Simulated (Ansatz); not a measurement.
## Infrared modes and screening in AgI (P6_3mc)

Perturbation theory with PBEsol in Ansatz 0.2.0 on the PBEsol cell, ground state and force constants on a 6×6×4 mesh. Calculated for a static, non-magnetic cell.

Space group P6_3mc (No. 186), hexagonal; a = 4.561 Å, c = 7.451 Å in the conventional setting, 33.55 Å³ an atom. Ag has 4 I at 2.79 Å; I has 4 Ag at 2.79 Å.

```
Ag I
1.0
     4.56053    0.00000    0.00000
    -2.28027    3.94954    0.00000
     0.00000    0.00000    7.45097
Ag I
2 2
Direct
  0.66667 0.33333 0.62746
  0.33333 0.66667 0.12746
  0.66667 0.33333 0.00254
  0.33333 0.66667 0.50254
```

Optical modes without the longitudinal term:

| ω (cm⁻¹) | degeneracy | IR intensity, summed over the level ((D/Å)²/amu) |
| --- | --- | --- |
| 20 | 2 | 0.00 |
| 78 | 1 | 0.00 |
| 107 | 1 | 1.14 |
| 108 | 2 | 2.14 |
| 113 | 2 | 0.00 |
| 124 | 1 | 0.00 |

The zone-centre optical frequencies run from 20 to 124 cm⁻¹, none imaginary (the rest of the zone wasn't tested). The long-range field leaves the highest mode where it is. By the program's warning the force constants, and with them frequencies and ε⁰, aren't converged on this mesh. Of the real levels 2 are infrared active, the strongest at 108 cm⁻¹.

The electronic dielectric tensor ε∞ is 5.46 along x and y, 5.52 along z. With the ions relaxed, ε⁰ is 6.9 along x and y, 7.1 along z. Born charges, averaged over directions: Ag +1.18, I -1.18 e.

For comparison, on the r2SCAN cell the mean ε∞ is 4.58 with r2SCAN (ground state on 6×6×4; least gap 1.86 eV), 5.12 with PBE (ground state on 6×6×4; least gap 1.37 eV).

No spin-orbit coupling is included; it can move band edges with weight on the heavy atoms by tenths of an eV.
